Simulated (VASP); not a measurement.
## Ga: accuracy against cost in the smearing and plane-wave cutoff

A convergence test on Ga: the smearing and plane-wave cutoff. The series runs use r2SCAN. The smearing tried: ISMEAR = 0, SIGMA = 0.01; ISMEAR = 0, SIGMA = 0.05; ISMEAR = 0, SIGMA = 0.1; ISMEAR = 0, SIGMA = 0.2; ISMEAR = 0, SIGMA = 0.5; ISMEAR = 1, SIGMA = 0.01; ISMEAR = 1, SIGMA = 0.05; ISMEAR = 1, SIGMA = 0.1; ISMEAR = 1, SIGMA = 0.2; ISMEAR = 1, SIGMA = 0.5; ISMEAR = -5. The plane-wave cutoff tried: ENCUT = 170; ENCUT = 210; ENCUT = 250; ENCUT = 280; ENCUT = 330; ENCUT = 370; ENCUT = 450; ENCUT = 570. The start is a computed cell from the Materials Project.

Calculated with VASP 6.6.1; r2SCAN; plane waves and PAW (Ga_d).

The starting crystal is not the ambient structure of Ga (space group No. 64); it is a model or a phase of other conditions.

## (1) The structure

Symmetry: P-1, No. 2, triclinic system. The conventional cell has a = 2.778 Å, b = 3.282 Å, c = 4.210 Å, α = 90.00°, β = 108.61°, γ = 90.00°. Ga has 8 Ga at 2.69 to 2.86 Å nearest.

## (2) Smearing: ISMEAR = 0, SIGMA = 0.01

Smearing steadies the sum over the Fermi surface at the price of an entropy term. r2SCAN adds the kinetic-energy density, costs more than a GGA and is run with LASPH.

INCAR

```
SYSTEM = Ga
PREC = Accurate
ENCUT = 400
EDIFF = 1E-06
NELM = 100
ISMEAR = 0
SIGMA = 0.01
LREAL = .FALSE.
ALGO = Normal
METAGGA = R2SCAN
LASPH = .TRUE.
NBANDS = 19
LORBIT = 11
LWAVE = .FALSE.
LCHARG = .FALSE.
KPAR = 2
ISIF = 2
```

POSCAR

```
Ga
1.0
    2.7784220849      0.0000000000      0.0000000000
    0.0000000000      3.2816087900      0.0000000000
   -1.3434310986      0.0000000000      3.9902731763
Ga
2
Direct
    0.8621640000      0.2476030000      0.2268990000
    0.1268730000      0.7572700000      0.7678540000
```

KPOINTS

```
Automatic mesh
0
Gamma
8 7 6
0 0 0
```

Potentials, in the order of the species: Ga_d (PBE family, release 64).

Run with:

```console
> mpirun -np 2 vasp_std
```

Log:

```text
[banner, memory and clock lines left out]
running    2 mpi-ranks, on    1 nodes
 distrk:  each k-point on    1 cores,    2 groups
 distr:  one band on    1 cores,    1 groups

 POSCAR found type information on POSCAR Ga
 POSCAR found :  1 types and       2 ions
|                                                                             |
|               ----> ADVICE to this user running VASP <----                  |
|                                                                             |
|     You enforced a specific xc type in the INCAR file but a different       |
|     [... a line on the potential file left out ...]
|     I HOPE YOU KNOW WHAT YOU ARE DOING!                                     |
|                                                                             |

 LDA part: xc-table for (None), standard interpolation
 POSCAR, INCAR and KPOINTS ok, starting setup
 FFT: planning ... GRIDC
 FFT: planning ... GRID_SOFT
 FFT: planning ... GRID
 WAVECAR not read
 entering main loop
       N       E                     dE             d eps       ncg     rms          rms(c)
DAV:   1     0.964084063871E+02    0.96408E+02   -0.12020E+04  6821   0.231E+03
DAV:   2    -0.160621025864E+02   -0.11247E+03   -0.11037E+03  6663   0.347E+02
DAV:   3    -0.250276106647E+02   -0.89655E+01   -0.89210E+01  7362   0.881E+01
DAV:   4    -0.251483156237E+02   -0.12070E+00   -0.12064E+00  7444   0.114E+01
DAV:   5    -0.251504874055E+02   -0.21718E-02   -0.21716E-02  7360   0.146E+00    0.144E+00
DAV:   6    -0.226821417925E+02    0.24683E+01   -0.63203E-01  7978   0.125E+01    0.817E-01
DAV:   7    -0.226873178809E+02   -0.51761E-02   -0.27800E-02  8027   0.232E+00    0.442E-01
DAV:   8    -0.226922929435E+02   -0.49751E-02   -0.98245E-03  7318   0.114E+00    0.104E-01
DAV:   9    -0.226915591248E+02    0.73382E-03   -0.48249E-03  7026   0.123E+00    0.288E-02
DAV:  10    -0.226915351944E+02    0.23930E-04   -0.11504E-04  7024   0.982E-02    0.216E-02
DAV:  11    -0.226914907090E+02    0.44485E-04   -0.68822E-05  8091   0.141E-01    0.669E-03
DAV:  12    -0.226914879769E+02    0.27322E-05   -0.21287E-05  8935   0.728E-02    0.121E-03
DAV:  13    -0.226914883080E+02   -0.33118E-06   -0.77001E-07  4337   0.102E-02
   1 F= -.22691488E+02 E0= -.22691423E+02  d E =-.131557E-03
```

Elapsed: 60 s, on 2 MPI ranks of Intel Xeon 6975P-C (Granite Rapids), shared host; peak memory 0.34 GiB; 2 min of CPU time.

Lines that name or quote the potential files are left out of all logs, and their timing lines are given in words.

From OUTCAR (step 2):

```text
ion  position               nearest neighbor table
   1  0.862  0.248  0.227-   2 2.69   2 2.73   2 2.79   2 2.82   2 2.83   2 2.86
   2  0.127  0.757  0.768-   1 2.69   1 2.73   1 2.79   1 2.82   1 2.83   1 2.86

  LATTYP: Found a simple monoclinic cell.
 ALAT       =     2.7784220849
 B/A-ratio  =     1.1811052064
 C/A-ratio  =     1.5153762184
 COS(beta)  =    -0.3190778872

 Subroutine GETGRP returns: Found  2 space group operations
 (whereof  1 operations were pure point group operations)

The static configuration has the point symmetry C_1 .
 The point group associated with its full space group is S_2 .

 Found    170 irreducible k-points:

   k-points           NKPTS =    170   k-points in BZ     NKDIM =    170   number of bands    NBANDS=     19

   dimension x,y,z NGX =    18 NGY =   24 NGZ =   28
   dimension x,y,z NGXF=    36 NGYF=   48 NGZF=   56

   ENCUT  =  400.0 eV  29.40 Ry    5.42 a.u.   4.53  5.35  6.87*2*pi/ulx,y,z

   NELECT =      26.0000    total number of electrons

 k-points in reciprocal lattice and weights: Automatic mesh
   0.00000000  0.00000000  0.00000000       0.003
   0.12500000  0.00000000 -0.00000000       0.006
   0.25000000  0.00000000 -0.00000000       0.006
   0.37500000  0.00000000  0.00000000       0.006
   0.50000000  0.00000000 -0.00000000       0.003
   0.00000000  0.14285714  0.00000000       0.006
   0.12500000  0.14285714 -0.00000000       0.006
  -0.12500000  0.14285714  0.00000000       0.006
   0.25000000  0.14285714 -0.00000000       0.006
[...]
-0.37500000  0.42857143  0.50000000       0.006
   0.50000000  0.42857143  0.50000000       0.006

 average (electrostatic) potential at core
       1 -69.4930       2 -69.4932

 E-fermi :   5.9384

 k-point     1 :       0.0000    0.0000    0.0000
  band No.  band energies     occupation
    ...
      9      -9.5695      2.00000
     10      -9.4264      2.00000
     11      -6.2403      2.00000
     12       3.4522      2.00000
     13       4.3736      2.00000
     14       7.6103      0.00000
     15      11.7492      0.00000
     16      15.4355      0.00000
     17      16.6270      0.00000
     18      17.0011      0.00000
    ...

 k-point     2 :       0.1250    0.0000   -0.0000
  band No.  band energies     occupation
    ...
      9      -9.5722      2.00000
     10      -9.4305      2.00000
     11      -5.8774      2.00000
     12       2.9987      2.00000
     13       5.4713      2.00000
     14       7.9995      0.00000
     15      11.6158      0.00000
     16      12.1517      0.00000
     17      13.7067      0.00000
     18      16.8998      0.00000
    ...

 k-point     3 :       0.2500    0.0000   -0.0000
  band No.  band energies     occupation
    ...
      8      -9.6332      2.00000
      9      -9.5881      2.00000
     10      -9.4453      2.00000
     11      -4.7771      2.00000
     12       2.8469      2.00000
     13       7.0172      0.00000
     14       7.6348      0.00000
     15       9.1265      0.00000
     16      10.4615      0.00000
     17      13.1209      0.00000
    ...

  Total       -0.4858423      0.0307706      0.0148764     -0.0167791      0.0169542     -0.1623892
  in kB      -21.3952915      1.3550631      0.6551194     -0.7389089      0.7466209     -7.1512170
  external PRESSURE =      -6.4617030 kB  Pullay stress =       0.0000000 kB

  energy-cutoff  :      400.00
  volume of cell :       36.38
      direct lattice vectors                 reciprocal lattice vectors
     2.778422085  0.000000000  0.000000000     0.359916517  0.000000000  0.121175424
     0.000000000  3.281608790  0.000000000     0.000000000  0.304728584  0.000000000
    -1.343431099  0.000000000  3.990273176     0.000000000  0.000000000  0.250609408

 POSITION                                       TOTAL-FORCE (eV/Angst)
 -----------------------------------------------------------------------------------
      2.09063      0.81254      0.90539        -0.010200      0.036656      0.139077
     -0.67905      2.48506      3.06395         0.010200     -0.036656     -0.139077
 -----------------------------------------------------------------------------------
    total drift:                               -0.000696      0.000300     -0.000412

  FREE ENERGIE OF THE ION-ELECTRON SYSTEM (eV)
  ---------------------------------------------------
  free  energy   TOTEN  =       -22.6914883080 eV

  energy  without entropy=      -22.6913567515  energy(sigma->0) =      -22.69142253

 total charge
# of ion       s       p       d       tot
------------------------------------------
    1        0.960   0.642   9.963  11.565
    2        0.960   0.642   9.963  11.565
--------------------------------------------------
tot          1.919   1.284  19.927  23.130

[... 3 further parts left out ...]
```

The k-mesh is coarse for a metal. The PAW data sets were made with PBE, which is usual practice but a small mismatch for other functionals.

Numbers from this step:

```
SCF cycles                             : 13
electrons                              : 26
bands                                  : 19
irreducible k-points                   : 170
symmetry operations                    : 2
free energy (TOTEN)                    : -22.69 eV
energy at zero smearing                : -22.69 eV
Fermi energy                           : 5.938 eV
pressure                               : -0.6462 GPa
metallic, judged on the points sampled : yes
```

The series starts at -11.3457 eV an atom and -0.65 GPa, after 13 cycles in 60 s. The entropy term T·S comes to 0.07 meV an atom in size.

## (3) Smearing: ISMEAR = 0, SIGMA = 0.05

INCAR: that of step 2 with these lines changed.

```diff
@@ -6,3 +6,3 @@
 ISMEAR = 0
-SIGMA = 0.01
+SIGMA = 0.05
 LREAL = .FALSE.
```

POSCAR is that of step 2.

KPOINTS is that of step 2.

Run with:

```console
> mpirun -np 2 vasp_std
```

Log:

```text
[banner, memory and clock lines left out]
running    2 mpi-ranks, on    1 nodes
[...]
[... a notice as in an earlier step ...]

 LDA part: xc-table for (None), standard interpolation
 POSCAR, INCAR and KPOINTS ok, starting setup
[...]
entering main loop
       N       E                     dE             d eps       ncg     rms          rms(c)
DAV:   1     0.964082101279E+02    0.96408E+02   -0.12020E+04  6821   0.231E+03
DAV:   2    -0.160628639176E+02   -0.11247E+03   -0.11038E+03  6663   0.347E+02
DAV:   3    -0.250286633166E+02   -0.89658E+01   -0.89225E+01  7362   0.881E+01
DAV:   4    -0.251494520925E+02   -0.12079E+00   -0.12070E+00  7444   0.114E+01
[...]
DAV:  11    -0.226925889505E+02    0.49072E-04   -0.92462E-05  8115   0.164E-01    0.420E-03
DAV:  12    -0.226925926508E+02   -0.37003E-05   -0.94892E-06  8425   0.432E-02    0.617E-04
DAV:  13    -0.226925924084E+02    0.24240E-06   -0.38098E-07  4150   0.588E-03
   1 F= -.22692592E+02 E0= -.22691596E+02  d E =-.199338E-02
```

Elapsed: 60 s, on 2 MPI ranks; peak memory 0.34 GiB.

OUTCAR, selected parts (step 3):

```text
  Total       -0.4357933      0.0004157     -0.0003941     -0.0044344      0.0034970     -0.1304082
  in kB      -19.1912576      0.0183044     -0.0173555     -0.1952806      0.1539979     -5.7428543
  external PRESSURE =      -6.3967696 kB  Pullay stress =       0.0000000 kB

 POSITION                                       TOTAL-FORCE (eV/Angst)
 -----------------------------------------------------------------------------------
      2.09063      0.81254      0.90539        -0.002916      0.035690      0.120130
     -0.67905      2.48506      3.06395         0.002916     -0.035690     -0.120130
 -----------------------------------------------------------------------------------
    total drift:                               -0.000697      0.000299     -0.000413

  FREE ENERGIE OF THE ION-ELECTRON SYSTEM (eV)
  ---------------------------------------------------
  free  energy   TOTEN  =       -22.6925924084 eV

  energy  without entropy=      -22.6905990247  energy(sigma->0) =      -22.69159572

[... 2 parts as in an earlier step ...]

[... 1 further part left out ...]
[key lines of the parts left out:]
E-fermi :   5.9283
```

Against the run before the energy at zero width moves by -0.09 meV an atom and the pressure by +0.01 GPa, after 13 cycles in 60 s. The entropy term T·S comes to 1.00 meV an atom in size.

## (4) Smearing: ISMEAR = 0, SIGMA = 0.1

INCAR: that of step 3 with these lines changed.

```diff
@@ -6,3 +6,3 @@
 ISMEAR = 0
-SIGMA = 0.05
+SIGMA = 0.1
 LREAL = .FALSE.
```

POSCAR is that of step 3.

KPOINTS is that of step 3.

Run with:

```console
> mpirun -np 2 vasp_std
```

Log:

```text
[... set-up lines as in an earlier step ...]
 entering main loop
       N       E                     dE             d eps       ncg     rms          rms(c)
DAV:   1     0.964077308005E+02    0.96408E+02   -0.12020E+04  6821   0.231E+03
DAV:   2    -0.160650534000E+02   -0.11247E+03   -0.11038E+03  6663   0.347E+02
DAV:   3    -0.250311817136E+02   -0.89661E+01   -0.89222E+01  7362   0.881E+01
DAV:   4    -0.251520239454E+02   -0.12084E+00   -0.12076E+00  7444   0.114E+01
[...]
DAV:  11    -0.226951687010E+02    0.51929E-04   -0.10612E-04  8031   0.176E-01    0.336E-03
DAV:  12    -0.226951741892E+02   -0.54881E-05   -0.64458E-06  7536   0.311E-02    0.595E-04
DAV:  13    -0.226951738728E+02    0.31641E-06   -0.25591E-07  4204   0.595E-03
   1 F= -.22695174E+02 E0= -.22692087E+02  d E =-.617422E-02
```

The job ended after 62 s (2 MPI ranks; peak memory 0.34 GiB).

OUTCAR, selected parts (step 4):

```text
  Total       -0.4718941      0.0663525      0.0151381     -0.0003666      0.0018396     -0.0955890
  in kB      -20.7810513      2.9220011      0.6666435     -0.0161450      0.0810100     -4.2095022
  external PRESSURE =      -5.7308022 kB  Pullay stress =       0.0000000 kB

 POSITION                                       TOTAL-FORCE (eV/Angst)
 -----------------------------------------------------------------------------------
      2.09063      0.81254      0.90539         0.000664      0.036231      0.109726
     -0.67905      2.48506      3.06395        -0.000664     -0.036231     -0.109726
 -----------------------------------------------------------------------------------
    total drift:                               -0.000697      0.000300     -0.000414

  FREE ENERGIE OF THE ION-ELECTRON SYSTEM (eV)
  ---------------------------------------------------
  free  energy   TOTEN  =       -22.6951738728 eV

  energy  without entropy=      -22.6889996536  energy(sigma->0) =      -22.69208676

[... 2 parts as in an earlier step ...]

[... 1 further part left out ...]
[key lines of the parts left out:]
E-fermi :   5.9198
```

Against the run before the energy at zero width moves by -0.25 meV an atom and the pressure by +0.07 GPa, after 13 cycles in 62 s. The entropy term T·S comes to 3.09 meV an atom in size.

## (5) Smearing: ISMEAR = 0, SIGMA = 0.2

INCAR: that of step 4 with these lines changed.

```diff
@@ -6,3 +6,3 @@
 ISMEAR = 0
-SIGMA = 0.1
+SIGMA = 0.2
 LREAL = .FALSE.
```

POSCAR is that of step 4.

KPOINTS is that of step 4.

Run with:

```console
> mpirun -np 2 vasp_std
```

Log:

```text
[... set-up lines as in an earlier step ...]
 entering main loop
       N       E                     dE             d eps       ncg     rms          rms(c)
DAV:   1     0.964049997649E+02    0.96405E+02   -0.12020E+04  6821   0.231E+03
DAV:   2    -0.160729125859E+02   -0.11248E+03   -0.11038E+03  6663   0.347E+02
DAV:   3    -0.250391633793E+02   -0.89663E+01   -0.89231E+01  7362   0.881E+01
DAV:   4    -0.251600318317E+02   -0.12087E+00   -0.12079E+00  7444   0.114E+01
[...]
DAV:  11    -0.227030215164E+02    0.53252E-04   -0.11132E-04  8011   0.180E-01    0.314E-03
DAV:  12    -0.227030275507E+02   -0.60342E-05   -0.58656E-06  7109   0.282E-02    0.673E-04
DAV:  13    -0.227030272229E+02    0.32775E-06   -0.25885E-07  4180   0.649E-03
   1 F= -.22703027E+02 E0= -.22693513E+02  d E =-.190294E-01
```

The job ended after 60 s (2 MPI ranks; peak memory 0.34 GiB; 2 min of CPU time).

Parts of OUTCAR (step 5):

```text
  Total       -0.5447627      0.1330863      0.0700326     -0.0022189      0.0044288     -0.0677060
  in kB      -23.9900008      5.8607916      3.0840630     -0.0977139      0.1950342     -2.9816065
  external PRESSURE =      -5.0150487 kB  Pullay stress =       0.0000000 kB

 POSITION                                       TOTAL-FORCE (eV/Angst)
 -----------------------------------------------------------------------------------
      2.09063      0.81254      0.90539         0.000305      0.037913      0.104266
     -0.67905      2.48506      3.06395        -0.000305     -0.037913     -0.104266
 -----------------------------------------------------------------------------------
    total drift:                               -0.000696      0.000300     -0.000415

  FREE ENERGIE OF THE ION-ELECTRON SYSTEM (eV)
  ---------------------------------------------------
  free  energy   TOTEN  =       -22.7030272229 eV

  energy  without entropy=      -22.6839978468  energy(sigma->0) =      -22.69351253

[... 2 parts as in an earlier step ...]

[... 1 further part left out ...]
[key lines of the parts left out:]
E-fermi :   5.9000
```

Against the run before the energy at zero width moves by -0.71 meV an atom and the pressure by +0.07 GPa, after 13 cycles in 60 s. The entropy term T·S comes to 9.51 meV an atom in size.

## (6) Smearing: ISMEAR = 0, SIGMA = 0.5

INCAR: that of step 5 with these lines changed.

```diff
@@ -6,3 +6,3 @@
 ISMEAR = 0
-SIGMA = 0.2
+SIGMA = 0.5
 LREAL = .FALSE.
```

POSCAR is that of step 5.

KPOINTS is that of step 5.

Run with:

```console
> mpirun -np 2 vasp_std
```

Log:

```text
[... set-up lines as in an earlier step ...]
 entering main loop
       N       E                     dE             d eps       ncg     rms          rms(c)
DAV:   1     0.963813328659E+02    0.96381E+02   -0.12020E+04  6821   0.231E+03
DAV:   2    -0.161154466105E+02   -0.11250E+03   -0.11037E+03  6663   0.347E+02
DAV:   3    -0.250847418431E+02   -0.89693E+01   -0.89279E+01  7362   0.881E+01
DAV:   4    -0.252056606767E+02   -0.12092E+00   -0.12084E+00  7444   0.114E+01
[...]
DAV:  11    -0.227469971096E+02    0.55158E-04   -0.11877E-04  8062   0.185E-01    0.288E-03
DAV:  12    -0.227470042455E+02   -0.71359E-05   -0.50328E-06  6697   0.234E-02    0.104E-03
DAV:  13    -0.227470036563E+02    0.58921E-06   -0.39488E-07  4172   0.976E-03
   1 F= -.22747004E+02 E0= -.22697904E+02  d E =-.982000E-01
```

Elapsed: 59 s, on 2 MPI ranks; peak memory 0.34 GiB; 1.9 min of CPU time.

OUTCAR, selected parts (step 6):

```text
  Total       -0.4740399      0.1792865      0.0903473     -0.0034947      0.0058888     -0.0797222
  in kB      -20.8755444      7.8953348      3.9786700     -0.1538963      0.2593278     -3.5107670
  external PRESSURE =      -3.0005132 kB  Pullay stress =       0.0000000 kB

 POSITION                                       TOTAL-FORCE (eV/Angst)
 -----------------------------------------------------------------------------------
      2.09063      0.81254      0.90539        -0.007951      0.040628      0.095369
     -0.67905      2.48506      3.06395         0.007951     -0.040628     -0.095369
 -----------------------------------------------------------------------------------
    total drift:                               -0.000691      0.000301     -0.000417

  FREE ENERGIE OF THE ION-ELECTRON SYSTEM (eV)
  ---------------------------------------------------
  free  energy   TOTEN  =       -22.7470036563 eV

  energy  without entropy=      -22.6488036838  energy(sigma->0) =      -22.69790367

[... 2 parts as in an earlier step ...]

[... 1 further part left out ...]
[key lines of the parts left out:]
E-fermi :   5.8473
```

Against the run before the energy at zero width moves by -2.20 meV an atom and the pressure by +0.20 GPa, after 13 cycles in 59 s. The entropy term T·S comes to 49.10 meV an atom in size.

(Continued in part 2 of 3.)

[Lines on the potential files, build, host, timing and source positions are cut from VASP's logs without a mark.]

[Logs are printed without paths, hosts, clocks, repeated set-up lines and the standing remarks that a program may print on its own settings, such as how far it seeks lower states.]

[Hosts, paths, dates, database ids (printed as entryN), source tags and the programs' standing remarks are cut or masked in the printed files.]

[A measured line is paired with the nearest computed mode of its activity, which favours agreement.]

[In band tables of VASP the shares of atoms and orbitals are scaled to a sum of 1 inside the atoms' spheres.]
